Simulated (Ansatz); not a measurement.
Crystal: CdS (Greenockite).

```
CELL_PARAMETERS angstrom
4.15000 0.00000 0.00000
-2.07500 3.59401 0.00000
0.00000 0.00000 6.73700
ATOMIC_POSITIONS crystal
Cd 0.66667 0.33333 0.50000
Cd 0.33333 0.66667 0.00000
S 0.66667 0.33333 0.87500
S 0.33333 0.66667 0.37500
```

- Program: Ansatz 0.2.0
- Task: relaxation of cell and atoms
- Functional: LC-wPBE
- Potentials or basis: Ansatz PAW
- Cutoff: 420 eV (not typed: the program's choice for these potentials)
- k mesh: 4 × 4 × 2
- Occupations: fermi-dirac, width 0.05 eV
- Spin: no spin polarisation

At the start: volume 25.12 Å³/atom.

Question: How do energy, volume and symmetry change on relaxing?

Answer: It ends after 5 steps and the volume is 24.52 Å³/atom (-2.4 %); space group P6_3mc (No. 186, to 0.05 Å).

The path:
| step | energy change (eV) | largest force (eV/Å) | volume (Å³) |
| --- | --- | --- | --- |
| 1 | 0.0000 | 0.0637 | 100.48 |
| 2 | -0.0138 | 0.0218 | 97.66 |
| 3 | -0.0141 | 0.0124 | 98.07 |
| 4 | -0.0141 | 0.0002 | 98.07 |
| 5 | -0.0134 | 0.0001 | 98.07 |

Final structure:
```
Cd S
1.0
     4.11828    0.00000    0.00000
    -2.05914    3.56653    0.00000
     0.00000    0.00000    6.67664
Cd S
2 2
Direct
  0.66667 0.33333 0.49889
  0.33333 0.66667 0.99889
  0.66667 0.33333 0.87611
  0.33333 0.66667 0.37611
```

Caveat: the k mesh is coarse (spacing up to 0.47 Å⁻¹), so the values aren't converged, least of all with exact exchange; the plane-wave basis is chosen anew once the cell has moved, so the energies of steps on either side of that aren't comparable; the PAW data sets come from PBE, with cores solved anew for the run's functional, which leaves a small shift of forces and pressure.
